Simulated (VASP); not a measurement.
Runs of VASP 6.6.1 on InSe. The cell holds a slab with vacuum, 4 atoms: a = 4.028 Å, b = 4.028 Å, c = 23.358 Å, α = 90.00°, β = 90.00°, γ = 120.00°. 

```csv
task,level,potentials or basis,spin,cell,cutoff (eV),dipole correction,gap on the mesh (eV),largest force (eV/Å)
band structure,LDA,"VASP PAW LDA potentials, release 64 (Se, In_d)",off,"P-6m2, 82.04 Å³/atom",520,yes,1.48,(a)
band structure,r2SCAN,"VASP PAW PBE potentials, release 64 (Se, In_d)",off,"P-6m2, 82.04 Å³/atom",520,yes,2.05,0.19
band structure,PBE+D3(BJ),"VASP PAW PBE potentials, release 64 (Se, In_d)",off,"P-6m2, 82.04 Å³/atom",520,yes,1.62,-
relaxation of cell and atoms,PBE+D3(BJ),"VASP PAW PBE potentials, release 64 (Se, In_d)",off,relaxed,600,-,1.62,0.01
```

Alike in all rows: k mesh 9 × 9 × 1; smearing gaussian 0.03 eV.

Problem. Fill in the values left out.

Solution. (a) 0.40.

Caveats: spin-orbit coupling is left out, which moves the levels of the heavy elements; the PAW data sets were made with another functional, which shifts forces and pressure a little (some runs).

A k mesh can miss the band edges, and the runs leave out spin-orbit coupling on In, Se.
